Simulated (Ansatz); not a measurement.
Method: PBEsol, scalar-relativistic; no spin polarisation; PAW, 420 eV, 8×8×8 k-mesh, Gaussian smearing of 0.05 eV; code Ansatz. The datasets are Ansatz's generated set soft_2.

The calculation on XCl2, where X is one element, gave:

```json
{"Space group": "Fm-3m (No. 225) at a tolerance of 0.01 Å", "Conventional cell": "a = 6.908 Å, b = 6.908 Å, c = 6.908 Å, α = 90.00°, β = 90.00°, γ = 90.00°", "Volume": "27.47 Å³/atom", "Band gap": "5.25 eV", "Smallest direct gap": "5.34 eV", "Formation energy from the elements (0 K, uncorrected)": "-2.58 eV/atom", "Bulk modulus (Birch–Murnaghan)": "38 GPa", "Pressure derivative B0′": "4.6", "Shear modulus (Hill)": "15.0 GPa", "Young's modulus": "40 GPa", "Poisson's ratio": "0.33", "Elastically stable": "yes"}
```

Sites: X on 4a, Cl on 8c.

Question: Which element is X?
A. Zr
B. Sr
C. Y
D. Rb

Answer: B. X is Sr, so the compound is SrCl2.

The start was a prototype's sites filled with these elements; the Crystallography Open Database holds the compound in this structure.

Semilocal functionals underestimate band gaps, commonly by a third or more.
